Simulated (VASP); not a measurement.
A run of VASP 6.6.1 is set up as follows.

Contents of INCAR:

```
SYSTEM = FeSi2
PREC     = Accurate       ! precision mode
ENCUT    = 600            ! plane-wave cutoff, eV
EDIFF    = 1E-6           ! SCF threshold, eV
ISMEAR   = 0              ! smearing method
SIGMA    = 0.1            ! smearing width, eV
LREAL    = .FALSE.        ! projectors in reciprocal space
LASPH    = .TRUE.         ! aspherical terms in the spheres
NELM     = 100            ! most SCF steps
ALGO     = Fast           ! electronic algorithm
ISIF     = 3              ! what is computed and relaxed
LWAVE    = .FALSE.        ! write WAVECAR
LCHARG   = .FALSE.        ! write CHGCAR
GGA      = PS             ! functional
IBRION   = 2              ! ionic algorithm
NSW      = 70             ! ionic steps
EDIFFG   = -0.008         ! ionic threshold
PSTRESS  = 500.0
```

File KPOINTS:

```
regular mesh
0
G
  16 16 10
  0 0 0
```

The input POSCAR:

```
FeSi2
1.0
    2.5089504794      0.0000000000      0.0000000000
    0.0000000000      2.5089504794      0.0000000000
    0.0000000000      0.0000000000      4.8547293934
Fe Si
1 2
Direct
    0.0000000000      0.0000000000      0.0000000000
    0.5000000000      0.5000000000      0.2748586758
    0.5000000000      0.5000000000      0.7251413242
```

Potentials or basis: VASP PAW PBE potentials, release 64 (Fe, Si).

The run is started by

```bash
$ cat potpaw_PBE.64/Fe/POTCAR potpaw_PBE.64/Si/POTCAR > POTCAR
$ mpirun -np 1 vasp_std > vasp.out
```

**Question.** What does it give for the space group after relaxing (to 0.05 Å)?

**Answer.** P4/mmm (No. 123).

**Question.** What does it give for the band gap on the k mesh?

**Answer.** None (metal or under the smearing width).

**Question.** Predict the relaxed cell.

**Answer.** a = 2.507 Å, b = 2.507 Å, c = 4.900 Å, α = 90.00°, β = 90.00°, γ = 90.00°.

**Question.** What does it give for the relaxed volume?

**Answer.** 10.26 Å³/atom.

Step by step:
```
step  energy change (eV)  largest force (eV/Å)  pressure (GPa)  volume (Å³)
   1              0.0000                0.4618           54.05        30.56
   2             -0.3253                0.7183           38.16        31.71
   3             -0.1166                0.0670           48.99        30.91
   4             -0.0700                0.0387           50.40        30.75
   5             -0.0810                0.0156           49.98        30.79
   6             -0.0803                0.0195           50.22        30.78
   7             -0.0921                0.0107           49.67        30.82
   8             -0.0825                0.0110           49.87        30.79
   9             -0.0818                0.0134           50.00        30.79
  10             -0.0820                0.0127           49.93        30.79
  11             -0.0819                0.0134           50.03        30.79
  12             -0.0823                0.0083           49.78        30.79
  13             -0.0822                0.0022           50.10        30.79
```

Caveat: the cell is relaxed towards a set pressure, so the enthalpy falls and the energy may rise; the PAW data sets were made with another functional, which shifts forces and pressure a little. Zero-point motion and thermal expansion aren't in these numbers.
